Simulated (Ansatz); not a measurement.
## Relaxing Ba

Level of theory: DFT PBE, scalar-relativistic, plane waves, PAW in Ansatz 0.2.0. Cutoff 420 eV, Γ-centred k mesh, Gaussian smearing, no spin polarisation in the final step.

Ba was placed on the black phosphorus structure type (Cmce, No. 64), at a guessed volume.

```
Ba
1.0
     2.52995   -8.02551    0.00000
     2.52995    8.02551    0.00000
     0.00000    0.00000    6.69557
Ba
4
Direct
  0.09800 0.90200 0.91000
  0.59800 0.40200 0.59000
  0.90200 0.09800 0.09000
  0.40200 0.59800 0.41000
```

Steps on the 4×4×4 mesh (4 atoms). 7 of 7 steps are shown, and the free energy counts from the last. Trial steps that were taken back and renewals of the plane-wave basis can be among the rows.

```csv
step,ΔF (meV/atom),V (Å³/atom),P (GPa),largest force component (eV/Å)
1,732.8,67.97,0.02,1.162
2,481.6,65.81,-0.25,1.070
3,260.3,64.83,-0.32,0.832
4,100.7,63.99,-0.22,0.433
5,16.1,62.46,0.16,0.139
6,0.0,63.67,0.08,0.019
7,0.0,63.67,0.08,0.019
```

A final relaxation ran on a 14×14×14 mesh. The relaxed crystal, Fmmm (No. 69):

Space group Fmmm (No. 69). a = 4.495 Å, b = 7.304 Å, c = 15.444 Å, α = 90.00°, β = 90.00°, γ = 90.00°
```json
{"atom": "Ba", "site": "8i", "symmetry": "mm2", "x": "0.5000", "y": "0.0000", "z": "0.3701"}
```

```json
{"Volume per atom": "63.38 Å³", "Density": "3.60 g/cm³", "Energy over the standard structure": "0.11 eV/atom", "Gap on the 14×14×14 mesh": "0 eV (a metal)"}
```

Energies count from the standard state of Ba at the same level.

The final run used a 14×14×14 mesh on its 2-atom cell and 0.10 eV smearing. The k mesh leaves about 4 meV/atom of noise in metals.

Symmetry constrained the relaxation, so the result can be a saddle point.